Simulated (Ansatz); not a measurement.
# ScAl2: the cost of one run

Method: DFT PBEsol, scalar-relativistic, plane waves, PAW, in Ansatz 0.2.0.

1 further run of the same task is left out (set aside as unsound or not needed).

## Step 1: Starting point

Symmetry: Fd-3m, No. 227, cubic system. Conventional cell: a = 7.527 Å, b = 7.527 Å, c = 7.527 Å, α = 90.00°, β = 90.00°, γ = 90.00°. Sc (site symmetry -43m) is surrounded by 12 Al at 3.12 Å and 4 Sc at 3.26 Å. Al (site symmetry -3m) has 6 Al at 2.66 Å as nearest neighbours.

Coordinates:

```
CELL_PARAMETERS angstrom
0.00000 3.76340 3.76340
3.76340 0.00000 3.76340
3.76340 3.76340 0.00000
ATOMIC_POSITIONS crystal
Sc 0.50000 0.50000 0.50000
Sc 0.75000 0.75000 0.75000
Al 0.12500 0.12500 0.12500
Al 0.62500 0.12500 0.12500
Al 0.12500 0.62500 0.12500
Al 0.12500 0.12500 0.62500
```

It goes back to an entry of the Materials Project, which need not be the stable form.

It is the result of an earlier relaxation at this level (volume 17.77 Å³/atom; gap on the mesh: none (metal)).

## Step 2: Electronic structure at the relaxed geometry

The input, input.yaml:

```yaml
crystal:
  lattice:
    - [0.0, 3.7634024213, 3.7634024213]
    - [3.7634024213, 0.0, 3.7634024213]
    - [3.7634024213, 3.7634024213, 0.0]
  atoms:
    - { symbol: Sc, position: [0.5, 0.5, 0.5] }
    - { symbol: Sc, position: [0.75, 0.75, 0.75] }
    - { symbol: Al, position: [0.125, 0.125, 0.125] }
    - { symbol: Al, position: [0.625, 0.125, 0.125] }
    - { symbol: Al, position: [0.125, 0.625, 0.125] }
    - { symbol: Al, position: [0.125, 0.125, 0.625] }
basis:
  ecutwfc: 420
kpoints:
  mp_grid: { grid: [8, 8, 8] }
  band_path:
    path:
      - [[0.0, 0.0, 0.0], [0.5, 0.0, 0.5], [0.625, 0.25, 0.625]]
      - [[0.375, 0.375, 0.75], [0.0, 0.0, 0.0], [0.5, 0.5, 0.5], [0.5, 0.25, 0.75], [0.5, 0.0, 0.5]]
    npoints: 14
hamiltonian:
  xc: pbesol
scf:
  occupations: { method: gaussian, width: 0.1 }
  n_extra_bands: 15
output:
  forces: true
  stress: true
  eigenvalues: true
  populations: true
  dos: { projected: true, de: 0.02, nscf_kmesh: { grid: [12, 12, 12] } }
  bader: true
  write_density: true
  write_potential: true
  elf: true
  volumetric_format: npy
```

Command:

```bash
> ansatz run input.yaml --threads 1 --pin off --max-ram 2560MiB --backend cpu --events-out ev --progress --plain --runs-dir out
```

Q: Estimate wall time and peak memory on 1 thread of Intel Xeon Platinum 8259CL at 2.50GHz (Skylake/Cascade Lake), shared host.

About 80 s, with a peak of 0.5 GiB.
